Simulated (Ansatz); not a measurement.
# MgS: the cost of one run

Computed with Ansatz 0.2.0 (DFT PBE, scalar-relativistic, plane waves, PAW, unless a step's input says otherwise).

1 further run of the same task is left out (set aside as unsound or not needed).

### Step 1. The starting structure

It takes space group Fm-3m (No. 225, cubic). Conventional cell: a = 5.230 Å, b = 5.230 Å, c = 5.230 Å, α = 90.00°, β = 90.00°, γ = 90.00°. Around Mg (site symmetry m-3m) lie 6 S at 2.61 Å. Around S (site symmetry m-3m) lie 6 Mg at 2.61 Å.

As a file:

```cif
data_structure
_symmetry_space_group_name_H-M 'P 1'
_symmetry_Int_Tables_number 1
_cell_length_a 3.6980
_cell_length_b 3.6980
_cell_length_c 3.6980
_cell_angle_alpha 60.000
_cell_angle_beta 60.000
_cell_angle_gamma 60.000
_cell_volume 35.76
loop_
_atom_site_label
_atom_site_type_symbol
_atom_site_fract_x
_atom_site_fract_y
_atom_site_fract_z
_atom_site_occupancy
Mg1 Mg 0.00000 0.00000 0.00000 1
S1 S 0.50000 0.50000 0.50000 1
```

It is the end of an earlier relaxation with the same method, from a generated guess; it is a trial structure. At a tolerance of 0.02 Å it has space group Fm-3m (No. 225); it has 17.88 Å³/atom, an uncorrected energy of -1.44 eV/atom over the elements.

### Step 2. Electronic structure at the relaxed geometry

The input, input.yaml:

```yaml
crystal:
  lattice:
    - [0.0, 2.6148576661, 2.6148576661]
    - [2.6148576661, 0.0, 2.6148576661]
    - [2.6148576661, 2.6148576661, 0.0]
  atoms:
    - { symbol: Mg, position: [0.0, 0.0, 0.0] }
    - { symbol: S, position: [0.5, 0.5, 0.5] }
basis:
  ecutwfc: 420
kpoints:
  mp_grid: { grid: [8, 8, 8] }
  band_path:
    path:
      - [[0.0, 0.0, 0.0], [0.5, 0.0, 0.5], [0.625, 0.25, 0.625]]
      - [[0.375, 0.375, 0.75], [0.0, 0.0, 0.0], [0.5, 0.5, 0.5], [0.5, 0.25, 0.75], [0.5, 0.0, 0.5]]
    npoints: 14
hamiltonian:
  xc: pbe
scf:
  occupations: { method: gaussian, width: 0.02 }
  n_extra_bands: 6
output:
  forces: true
  stress: true
  eigenvalues: true
  populations: true
  dos: { projected: true, de: 0.02, nscf_kmesh: { grid: [12, 12, 12] } }
  bader: true
```

On the command line:

```
> ansatz run input.yaml --threads 1 --pin off --max-ram 2560MiB --backend cpu --events-out ev --progress --plain --runs-dir out
```

What time and memory should one allow on 1 thread of Intel Xeon 6975P-C (Granite Rapids), shared host?

About 9.3 s, with a peak of 0.35 GiB.
